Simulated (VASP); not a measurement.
# Cr (P6_3/mmc) in VASP: notebook

Runs on Cr. Level: PBEsol. Tasks: single point.

Everything below comes from runs of VASP 6.6.1. Logs are shortened: lines on timing, memory, paths and dates and some standing lists are left out, and cuts for length are marked.

## (1) The crystal as given

Symmetry: P6_3/mmc, No. 194, hexagonal system. The conventional cell has a = 2.714 Å, b = 2.714 Å, c = 4.410 Å, α = 90.00°, β = 90.00°, γ = 120.00°. Cr (site symmetry -6m2) has 12 Cr at 2.71 Å as nearest neighbours.

This isn't the form of Cr at room conditions, which is bcc.

## (2) Single point, PBEsol, collinear spin, ferromagnetic start

Contents of INCAR:

```
SYSTEM = Cr
ADDGRID = .FALSE.
ALGO = Normal
EDIFF = 1E-6
ENCUT = 400
GGA = PS
ISIF = 2
ISMEAR = -5
ISPIN = 2
LASPH = .TRUE.
LCHARG = .FALSE.
LMAXMIX = 4
LORBIT = 11
LREAL = .FALSE.
LWAVE = .FALSE.
MAGMOM = 3 3
NELM = 100
PREC = Accurate
SIGMA = 0.1
```

Contents of KPOINTS:

```
k-points
0
G
  17 17 9
  0 0 0
```

Contents of POSCAR:

```
Cr
1.0
    2.7140000000      0.0000000000      0.0000000000
   -1.3570000000      2.3503929459      0.0000000000
    0.0000000000      0.0000000000      4.4100000000
Cr
2
Direct
    0.6666666667      0.3333333333      0.7500000000
    0.3333333333      0.6666666667      0.2500000000
```

Potentials or basis: VASP PAW PBE potentials, release 64 (Cr_pv).

The run is started by

```sh
> cat potpaw_PBE.64/Cr_pv/POTCAR > POTCAR
> mpirun -np 1 vasp_std > vasp.out
```

OUTCAR:

```text
SYSTEM = Cr
   EDIFF = 1E-6
   ENCUT = 400
   GGA = PS
   ISIF = 2
   ISMEAR = -5
   ISPIN = 2
   LASPH = .TRUE.
   LORBIT = 11
   LREAL = .FALSE.
   NELM = 100
   PREC = Accurate

 Found    165 irreducible k-points:

 Following reciprocal coordinates:
            Coordinates               Weight
  0.000000  0.000000  0.000000      1.000000
  0.058824  0.000000  0.000000      6.000000
  0.117647  0.000000  0.000000      6.000000
  0.176471  0.000000  0.000000      6.000000
  0.235294  0.000000  0.000000      6.000000
  0.294118 -0.000000  0.000000      6.000000
   k-points           NKPTS =    165   k-points in BZ     NKDIM =    165   number of bands    NBANDS=     19
   number of dos      NEDOS =    301   number of ions     NIONS =      2
   total plane-waves  NPLWV =   9720
   dimension x,y,z NGX =    18 NGY =   18 NGZ =   30
   dimension x,y,z NGXF=    36 NGYF=   36 NGZF=   60
   ions per type =               2
   NGX,Y,Z   is equivalent  to a cutoff of  11.03, 11.03, 11.31 a.u.
   NGXF,Y,Z  is equivalent  to a cutoff of  22.05, 22.05, 22.62 a.u.
 SYSTEM =  Cr
   PREC   = accura    normal or accurate (medium, high low for compatibility)
   ISTART =      0    job   : 0-new  1-cont  2-samecut
   ICHARG =      2    charge: 1-file 2-atom 10-const
   ISPIN  =      2    spin polarized calculation?
   LNONCOLLINEAR =      F non collinear calculations
   LSORBIT =      F    spin-orbit coupling
   LASPH  =      T    aspherical Exc in radial PAW
   ENCUT  =  400.0 eV  29.40 Ry    5.42 a.u.   4.43  4.43  7.19*2*pi/ulx,y,z
   NELM   =    100;   NELMIN=  2; NELMDL= -5     # of ELM steps
   EDIFF  = 0.1E-05   stopping-criterion for ELM
   LREAL  =      F    real-space projection
   EDIFFG = 0.1E-04   stopping-criterion for IOM
   NSW    =      0    number of steps for IOM
   IBRION =     -1    ionic relax: 0-MD 1-quasi-New 2-CG
   NFREE  =      0    steps in history (QN), initial steepest desc. (CG)
   ISIF   =      2    stress and relaxation
   ISYM   =      2    0-nonsym 1-usesym 2-fastsym
   POTIM  = 0.5000    time-step for ionic-motion
   TEBEG  =    0.0;   TEEND  =   0.0 temperature during run
   PSTRESS=    0.0 pullay stress
   NELECT =      24.0000    total number of electrons
   NUPDOWN=      -1.0000    fix difference up-down
   EMIN   =  10.00;   EMAX   =-10.00  energy-range for DOS
   EFERMI =   0.00;   METHOD = LEGACY
   ISMEAR =    -5;   SIGMA  =   0.10  broadening in eV -4-tet -1-fermi 0-gaus
   EFERMI_NEDOS =   21; number of points for ismear=-14 and -15
   IALGO  =     38    algorithm
   IMIX   =      4    mixing-type and parameters
     AMIX     =   0.40;   BMIX     =  1.00
     AMIX_MAG =   1.60;   BMIX_MAG =  1.00
  volume/ion in A,a.u.               =      14.07        94.92
  Fermi-wavevector in a.u.,A,eV,Ry     =   1.552681  2.934142 32.801180  2.410819
  Thomas-Fermi vector in A             =   2.657021
   LORBIT       =     11    0 simple, 1 ext, 2 COOP (PROOUT), +10 PAW based schemes
   GGA     = PS    functional components
   LHFCALC =     F    Hartree Fock is set to
   AEXX    =    0.0000 exact exchange contribution
   IVDW    =     0    specifies the selected vdW correction
   LEPSILON=     F    determine dielectric tensor
   LRPA    =     F    only Hartree local field effects (RPA)
 spin polarized calculation
 Fermi weights with tetrahedron method with Bloechl corrections
  energy-cutoff  :      400.00
  volume of cell :       28.13
 maximum number of plane-waves:       537
 NGX is ok and might be reduce to    18
   NGX =  9   NGY =  9   NGZ = 15

 number of electron      24.0000004 magnetization       1.9019955

 Free energy of the ion-electron system (eV)
  ---------------------------------------------------
  ext. energy  EPLUGINS =         0.00000000
  ---------------------------------------------------
  free energy    TOTEN  =       -18.89931762 eV

  energy without entropy =      -18.89931762  energy(sigma->0) =      -18.89931762

 E-fermi :   8.1426     XC(G=0): -12.6919

 val. band max:        8.2300670704   @ k =   0.0000   0.0000   0.1111
 cond. band min:       8.0932036422   @ k =   0.1765   0.0000   0.0000
 fundamental gap:     -0.1368634282
 Fermi energy:         8.1426257567

 spin component 1

 k-point     1 :       0.0000    0.0000    0.0000
  band No.  band energies     occupation
      1     -35.1884      1.00000
      2     -34.8459      1.00000
      3     -34.8459      1.00000
      4     -34.7788      1.00000
      5     -34.7788      1.00000
      6     -34.6983      1.00000
      7       0.9623      1.00000
      8       4.5457      1.00000
      9       7.4474      1.00000
     10       7.4474      1.00000
     11       7.5021      1.00000
     12       7.8152      1.00000
     13       7.8152      1.00000
     14       8.2626      0.25904
     15       8.2626      0.00000
     16       8.5206      0.00000
     17       9.5021      0.00000
     18       9.5021      0.00000
     19      14.9417      0.00000

 k-point     2 :       0.0588    0.0000    0.0000
  band No.  band energies     occupation
      1     -35.1828      1.00000
      2     -34.8577      1.00000
      3     -34.8497      1.00000
      4     -34.7914      1.00000
      5     -34.7807      1.00000
      6     -34.7004      1.00000
      7       1.0702      1.00000
      8       4.6245      1.00000
      9       7.2806      1.00000
     10       7.5110      1.00000
     11       7.6441      1.00000
     12       7.7777      1.00000
     13       7.8720      1.00000
     14       8.0456      0.99176
     15       8.2188     -0.00558
     16       8.2651      0.00000
     17       9.5220      0.00000
     18      10.0274      0.00000
     19      14.9421      0.00000

 k-point     3 :       0.1176    0.0000    0.0000
  band No.  band energies     occupation
      1     -35.1665      1.00000
      2     -34.8919      1.00000
      3     -34.8605      1.00000
      4     -34.8272      1.00000
      5     -34.7862      1.00000
      6     -34.7063      1.00000
      7       1.3876      1.00000
      8       4.8439      1.00000
      9       7.0490      1.00000
     10       7.4089      1.00000
     11       7.6479      1.00000
     12       7.6971      1.00000
     13       7.8514      1.00000
     14       8.0375      1.00000
     15       8.1015      0.51194
     16       8.1636      0.00000
     17       9.5710      0.00000
     18      10.9283      0.00000
     19      14.9431      0.00000

 k-point     4 :       0.1765    0.0000    0.0000
  band No.  band energies     occupation
      1     -35.1412      1.00000
      2     -34.9456      1.00000
      3     -34.8811      1.00000
      4     -34.8768      1.00000
      5     -34.7950      1.00000
      6     -34.7169      1.00000
      7       1.8944      1.00000
      8       5.1435      1.00000
      9       6.8016      1.00000
     10       6.8153      1.00000
     11       7.5044      1.00000
     12       7.9411      1.00000
     13       7.9903      1.00000
     14       8.0293      0.90284
     15       8.0932      0.27840
     16       8.2964      0.00000
     17       9.6289      0.00000
     18      11.9380      0.00000
     19      14.9450      0.00000

 k-point     5 :       0.2353    0.0000    0.0000
  band No.  band energies     occupation
      1     -35.1082      1.00000
      2     -35.0099      1.00000
      3     -34.9444      1.00000
      4     -34.8961      1.00000
      5     -34.8062      1.00000
      6     -34.7317      1.00000
      7       2.5521      1.00000
      8       5.3928      1.00000
      9       6.3078      1.00000
     10       6.6182      1.00000
     11       7.3983      1.00000
     12       7.7666      1.00000
     13       7.8729      1.00000
     14       8.3652     -0.05014
     15       8.4158     -0.00537
     16       8.6235      0.00000
     17       9.6810      0.00000
     18      13.0178      0.00000
     19      14.9485      0.00000

 k-point     6 :       0.2941   -0.0000    0.0000
  band No.  band energies     occupation
      1     -35.0770      1.00000
      2     -35.0708      1.00000
      3     -35.0087      1.00000
      4     -34.9152      1.00000
      5     -34.8176      1.00000
      6     -34.7506      1.00000
      7       3.2932      1.00000
      8       5.4347      1.00000
      9       5.8965      1.00000
     10       6.5716      1.00000
     11       7.4293      1.00000
     12       7.6013      1.00000
     13       7.7154      1.00000
     14       8.7810      0.00000
     15       8.8410      0.00000
     16       8.9846      0.00000
     17       9.7211      0.00000
     18      14.1473      0.00000
     19      14.9594      0.00000

 [... further k-points ...]

 spin component 2

 k-point     1 :       0.0000    0.0000    0.0000
  band No.  band energies     occupation
      1     -34.3769      1.00000
      2     -33.9465      1.00000
      3     -33.9465      1.00000
      4     -33.8781      1.00000
      5     -33.8781      1.00000
      6     -33.8761      1.00000
      7       1.3213      1.00000
      8       5.0669      1.00000
      9       8.1686      0.91540
     10       8.2476      0.00000
     11       8.2476      0.00000
     12       8.6337      0.00000
     13       8.6337      0.00000
     14       8.8377      0.00000
     15       9.1252      0.00000
     16       9.1252      0.00000
     17      10.3958      0.00000
     18      10.3958      0.00000
     19      15.9645      0.00000

 k-point     2 :       0.0588    0.0000    0.0000
  band No.  band energies     occupation
      1     -34.3712      1.00000
      2     -33.9586      1.00000
      3     -33.9504      1.00000
      4     -33.8911      1.00000
      5     -33.8801      1.00000
      6     -33.8782      1.00000
      7       1.4293      1.00000
      8       5.1466      1.00000
      9       8.0241      1.00499
     10       8.3128      0.06941
     11       8.3641      0.00000
     12       8.5279      0.00000
     13       8.5928      0.00000
     14       8.6918      0.00000
     15       9.0772      0.00000
     16       9.0790      0.00000
     17      10.4171      0.00000
     18      10.8035      0.00000
     19      15.9642      0.00000

 k-point     3 :       0.1176    0.0000    0.0000
  band No.  band energies     occupation
      1     -34.3545      1.00000
      2     -33.9935      1.00000
      3     -33.9614      1.00000
      4     -33.9277      1.00000
      5     -33.8857      1.00000
      6     -33.8842      1.00000
      7       1.7472      1.00000
      8       5.3697      1.00000
      9       7.7948      1.00000
     10       7.9623      1.01028
     11       8.4328      0.00000
     12       8.5035      0.00000
     13       8.5802      0.00000
     14       8.8613      0.00000
     15       8.9556      0.00000
     16       8.9761      0.00000
     17      10.4693      0.00000
     18      11.6242      0.00000
     19      15.9664      0.00000

 k-point     4 :       0.1765    0.0000    0.0000
  band No.  band energies     occupation
      1     -34.3286      1.00000
      2     -34.0486      1.00000
      3     -33.9829      1.00000
      4     -33.9781      1.00000
      5     -33.8950      1.00000
      6     -33.8947      1.00000
      7       2.2558      1.00000
      8       5.6794      1.00000
      9       7.4090      1.00000
     10       7.5337      1.00000
     11       8.2882     -0.01939
     12       8.7874      0.00000
     13       8.8046      0.00000
     14       8.8047      0.00000
     15       8.8317      0.00000
     16       9.1268      0.00000
     17      10.5306      0.00000
     18      12.5900      0.00000
     19      15.9796      0.00000

 k-point     5 :       0.2353    0.0000    0.0000
  band No.  band energies     occupation
      1     -34.2947      1.00000
      2     -34.1147      1.00000
      3     -34.0478      1.00000
      4     -33.9978      1.00000
      5     -33.9101      1.00000
      6     -33.9060      1.00000
      7       2.9190      1.00000
      8       5.9568      1.00000
      9       6.9275      1.00000
     10       7.3147      1.00000
     11       8.1630      0.21561
     12       8.6048      0.00000
     13       8.6633      0.00000
     14       9.1269      0.00000
     15       9.1905      0.00000
     16       9.4624      0.00000
     17      10.5856      0.00000
     18      13.6380      0.00000
     19      16.0124      0.00000

 k-point     6 :       0.2941   -0.0000    0.0000
  band No.  band energies     occupation
      1     -34.2565      1.00000
      2     -34.1835      1.00000
      3     -34.1136      1.00000
      4     -34.0173      1.00000
      5     -33.9293      1.00000
      6     -33.9176      1.00000
      7       3.6754      1.00000
      8       6.0461      1.00000
      9       6.5346      1.00000
     10       7.2129      1.00000
     11       8.1630      0.33335
     12       8.4323      0.00000
     13       8.4937      0.00000
     14       9.5542      0.00000
     15       9.6204      0.00000
     16       9.8335      0.00000
     17      10.6277      0.00000
     18      14.7396      0.00000
     19      16.0337      0.00000

 [... further k-points ...]

------------------------ aborting loop because EDIFF is reached ----------------------------------------

  FORCE on cell =-STRESS in cart. coord.  units (eV):
  Direction    XX          YY          ZZ          XY          YZ          ZX
  --------------------------------------------------------------------------------------
  -------------------------------------------------------------------------------------
  Total       -5.9956395     -5.9956395     -5.3443568      0.0000000      0.0000000      0.0000000
  in kB     -341.4736434   -341.4736434   -304.3807040      0.0000000      0.0000000      0.0000000
  external PRESSURE =    -329.1093302 kB  Pullay stress =       0.0000000 kB

 VOLUME and BASIS-vectors are now :
 -----------------------------------------------------------------------------
  energy-cutoff  :      400.00
  volume of cell :       28.13
      direct lattice vectors                 reciprocal lattice vectors
     2.714000000  0.000000000  0.000000000     0.368459838  0.212730387  0.000000000
    -1.357000000  2.350392946  0.000000000     0.000000000  0.425460773  0.000000000
     0.000000000  0.000000000  4.410000000     0.000000000  0.000000000  0.226757370

 POSITION                                       TOTAL-FORCE (eV/Angst)
 -----------------------------------------------------------------------------------
      1.35700      0.78346      3.30750         0.000000     -0.000000      0.000000
     -0.00000      1.56693      1.10250        -0.000000      0.000000      0.000000
 -----------------------------------------------------------------------------------
    total drift:                               -0.000000      0.000000     -0.000000

  FREE ENERGIE OF THE ION-ELECTRON SYSTEM (eV)
  ---------------------------------------------------
  free  energy   TOTEN  =       -18.8993176197 eV

  energy  without entropy=      -18.8993176197  energy(sigma->0) =      -18.89931762

 total charge

# of ion       s       p       d       tot
------------------------------------------
    1        0.376   6.283   4.054  10.712
    2        0.376   6.283   4.054  10.712
--------------------------------------------------
tot          0.751  12.565   8.108  21.424

 magnetization (x)

# of ion       s       p       d       tot
------------------------------------------
    1        0.001   0.026   0.852   0.878
    2        0.001   0.026   0.852   0.878
--------------------------------------------------
tot          0.002   0.051   1.704   1.757
```

It took 77 s on 1 thread of Intel Xeon Platinum 8488C (Sapphire Rapids), shared host; peak memory 0.21 GiB.

These settings aren't checked as converged: the numbers below hold their error.

Results:

```
Free energy                                           : -18.8993 eV
Pressure                                              : -32.9 GPa
Band gap on the k mesh                                : none (metal or under the smearing width)
Net moment                                            : 1.90 μB per cell
Site moments                                          : Cr +0.88 μB
Valence electrons inside the program's atomic spheres : Cr 10.71
```

Caveat: a pressure of tens of GPa on the cell as given is suspect, and the run, the potentials or the cell itself is likely at fault; the PAW data sets were made with another functional, which shifts forces and pressure a little; tetrahedron occupations give inexact forces and stress in metals.

## (3) Single point, PBEsol, collinear spin, ferromagnetic start

Edit INCAR of step 2 so:

```diff
@@ -7,3 +7,3 @@
 ISIF = 2
-ISMEAR = -5
+ISMEAR = 0
 ISPIN = 2
```

KPOINTS is that of step 2.

POSCAR is that of step 2.

Potentials or basis: VASP PAW PBE potentials, release 64 (Cr_pv).

The run is started by

```sh
> cat potpaw_PBE.64/Cr_pv/POTCAR > POTCAR
> mpirun -np 1 vasp_std > vasp.out
```

Wall time 94 s (1 thread of Intel Xeon Platinum 8488C (Sapphire Rapids), shared host); peak memory 0.2 GiB.

These settings aren't checked as converged: the numbers below hold their error.

What came out:

* Free energy: -18.9097 eV
* Pressure: -33.1 GPa
* Band gap on the k mesh: none (metal or under the smearing width)
* Net moment: 1.78 μB per cell
* Site moments: Cr +0.82 μB
* Valence electrons inside the program's atomic spheres: Cr 10.71

Caveat: a pressure of tens of GPa on the cell as given is suspect, and the run, the potentials or the cell itself is likely at fault; the PAW data sets were made with another functional, which shifts forces and pressure a little.

## (4) Single point, PBEsol, collinear spin, ferromagnetic start

Edit INCAR of step 3 so:

```diff
@@ -7,3 +7,3 @@
 ISIF = 2
-ISMEAR = 0
+ISMEAR = -1
 ISPIN = 2
```

KPOINTS is that of step 3.

POSCAR is that of step 3.

The run is started by

```sh
> cat potpaw_PBE.64/Cr_pv/POTCAR > POTCAR
> mpirun -np 1 vasp_std > vasp.out
```

Run time: 89 s. Hardware: 1 thread of Intel Xeon Platinum 8488C (Sapphire Rapids), shared host; peak memory 0.2 GiB.

These settings aren't checked as converged: the numbers below hold their error.

Results:

* Free energy: -18.9710 eV
* Pressure: -33.5 GPa
* Band gap on the k mesh: none (metal or under the smearing width)
* Net moment: 1.40 μB per cell
* Site moments: Cr +0.65 μB
* Valence electrons inside the program's atomic spheres: Cr 10.71

Caveat: a pressure of tens of GPa on the cell as given is suspect, and the run, the potentials or the cell itself is likely at fault; the PAW data sets were made with another functional, which shifts forces and pressure a little.
